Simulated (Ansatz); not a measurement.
# WC: the cost of one run

Computed with Ansatz 0.2.0 (DFT PBE, scalar-relativistic, plane waves, PAW, unless a step's input says otherwise).

3 further runs of the same task are left out: 3 set aside as unsound or not needed. Runs told in other sessions of the task aren't counted.

**1. Starting point**

It takes space group P-6m2 (No. 187, hexagonal). The conventional cell has a = 2.922 Å, b = 2.922 Å, c = 2.847 Å, α = 90.00°, β = 90.00°, γ = 120.00°. W (site symmetry -6m2) is surrounded by 6 C at 2.21 Å. C (site symmetry -6m2) is surrounded by 6 W at 2.21 Å.

Structure file:

```cif
data_structure
_symmetry_space_group_name_H-M 'P 1'
_symmetry_Int_Tables_number 1
_cell_length_a 2.9218
_cell_length_b 2.9218
_cell_length_c 2.8471
_cell_angle_alpha 90.000
_cell_angle_beta 90.000
_cell_angle_gamma 120.000
_cell_volume 21.05
loop_
_atom_site_label
_atom_site_type_symbol
_atom_site_fract_x
_atom_site_fract_y
_atom_site_fract_z
_atom_site_occupancy
W1 W 0.00000 0.00000 0.00000 1
C1 C 0.66667 0.33333 0.50000 1
```

It is the result of an earlier relaxation at this level (volume 10.52 Å³/atom; gap on the mesh: none (metal)).

**2. The reference cell**

The reference gives a free energy of -10636.0608 eV, pressure 0.03 GPa, largest force 0.000 eV/Å and gap on the mesh none (metal). It was computed beforehand with the settings of the runs below.

**3. Setting up a strain scan**

The cell is strained by ε times the Voigt pattern (1, 0, 0, 0, 0, 0) (xx, yy, zz, yz, xz, xy; engineering shear), with fractional coordinates fixed (clamped ions). The stress on the pattern is the sum of the stress components weighted by it, tension positive.

**4. ε = -0.0400**

Input file input.yaml:

```yaml
crystal:
  lattice:
    - [2.8049007849, 0.0, 0.0]
    - [-1.4024503925, 2.5303284738, 0.0]
    - [0.0, 0.0, 2.8470758829]
  atoms:
    - { symbol: W, position: [0.0, 0.0, 0.0] }
    - { symbol: C, position: [0.6666666667, 0.3333333333, 0.5] }
basis:
  ecutwfc: 420
kpoints:
  mp_grid: { grid: [24, 24, 22] }
hamiltonian:
  xc: pbe
scf:
  occupations: { method: gaussian, width: 0.15 }
output:
  forces: true
  stress: true
  eigenvalues: true
```

Started as:

```console
$ ansatz run input.yaml --threads 1 --pin off --max-ram 2560MiB --backend cpu --events-out ev --progress --plain --runs-dir out
```

Q: Estimate wall time and peak memory on 1 thread of Arm Neoverse V1, shared host.

About 48 s, with a peak of 0.85 GiB.
